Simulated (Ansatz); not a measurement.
# BN: the cost of one run

Computed with Ansatz 0.2.0 (DFT PBE, scalar-relativistic, plane waves, PAW, unless a step's input says otherwise).

1 further run of the same task is left out (set aside as unsound or not needed).

**1. The starting structure**

The structure is cubic, space group F-43m (No. 216). Conventional cell: a = 3.624 Å, b = 3.624 Å, c = 3.624 Å, α = 90.00°, β = 90.00°, γ = 90.00°. B (site symmetry -43m) is surrounded by 4 N at 1.57 Å. Around N (site symmetry -43m) lie 4 B at 1.57 Å.

Structure file:

```cif
data_structure
_symmetry_space_group_name_H-M 'P 1'
_symmetry_Int_Tables_number 1
_cell_length_a 2.5627
_cell_length_b 2.5627
_cell_length_c 2.5627
_cell_angle_alpha 60.000
_cell_angle_beta 60.000
_cell_angle_gamma 60.000
_cell_volume 11.90
loop_
_atom_site_label
_atom_site_type_symbol
_atom_site_fract_x
_atom_site_fract_y
_atom_site_fract_z
_atom_site_occupancy
B1 B 0.00000 0.00000 0.00000 1
N1 N 0.75000 0.75000 0.75000 1
```

It goes back to an entry of the Materials Project.

This cell was relaxed beforehand with the same method: volume 5.95 Å³/atom, gap on the mesh 4.46 eV.

**2. The scan**

The energy is mapped over two normal modes frozen in (zone-centre modes of the cell shown).

First coordinate, amplitude of mode 4 (1025 cm⁻¹), largest displacement: 11 values from −0.090 Å. Second coordinate, amplitude of mode 6 (1025 cm⁻¹), largest displacement: 11 values from −0.090 Å.

Nothing else is relaxed (the cell and all other modes fixed). Energies count from the relaxed high-symmetry cell. Points are written as (first, second).

The modes come from a phonon run on the reference cell, made beforehand.

Displacement patterns for an amplitude of 1 (Å):

```
atom      x1     y1     z1     x2      y2     z2
  B1   1.000  0.000  0.000  0.000   1.000  0.000
  N2  -0.772  0.000  0.000  0.000  -0.772  0.000
```

**3. The run at (−0.090 Å, −0.090 Å)**

input.yaml reads:

```yaml
crystal:
  lattice:
    - [0.0, 1.812081026, 1.812081026]
    - [1.812081026, 0.0, 1.812081026]
    - [1.812081026, 1.812081026, 0.0]
  atoms:
    - { symbol: B, position: [0.0, 0.0, -0.0496666533] }
    - { symbol: "N", position: [0.75, 0.75, 0.7883305863] }
basis:
  ecutwfc: 520.0
kpoints:
  mp_grid: { grid: [12, 12, 12] }
hamiltonian:
  xc: pbe
  pseudopotentials: { kind: paw, azcp: { folder: soft_1 } }
scf:
  occupations: { method: gaussian, width: 0.05 }
output:
  forces: true
  stress: true
  eigenvalues: true
```

Command:

```bash
> ansatz run input.yaml --threads 1 --pin off --max-ram 2048MiB --backend cpu --events-out ev --progress --plain --runs-dir out
```

What time and memory should one allow on 1 thread of Arm Neoverse V1, shared host?

About 8.3 s, with a peak of 0.36 GiB.
